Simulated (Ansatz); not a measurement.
**Au in Ansatz: the effect of target pressure**

The system is Au.

```
Au
1.0
     0.00000    2.03500    2.03500
     2.03500    0.00000    2.03500
     2.03500    2.03500    0.00000
Au
1
Direct
  0.00000 0.00000 0.00000
```

Alike in all runs:

| Property | Result |
| --- | --- |
| Program | Ansatz 0.2.0 |
| Task | relaxation of cell and atoms |
| Functional | PBEsol |
| Potentials or basis | all-electron LAPW, scalar-relativistic |
| Basis error allowed | 0.001 eV/atom |
| k mesh | 11 × 11 × 11 |
| Occupations | fermi-dirac, width 0.05 eV |
| Spin | no spin polarisation |

Each run relaxes the cell or the atoms first.

```tsv
target pressure	relaxed volume (Å³/atom)
0 GPa	17.01
5 GPa	16.57
10 GPa	16.19
20 GPa	15.57
30 GPa	?
```

What does the run with target pressure 30 GPa give?

Relaxed volume 15.06 Å³/atom.

Worked out: In Murnaghan's law V^(-B') rises as a straight line in P. The other rows fit best with B' = 5.3, V0 = 17.01 Å³/atom and B0 = 177 GPa, which gives 15.07 Å³/atom at 30 GPa, against the run's 15.06.
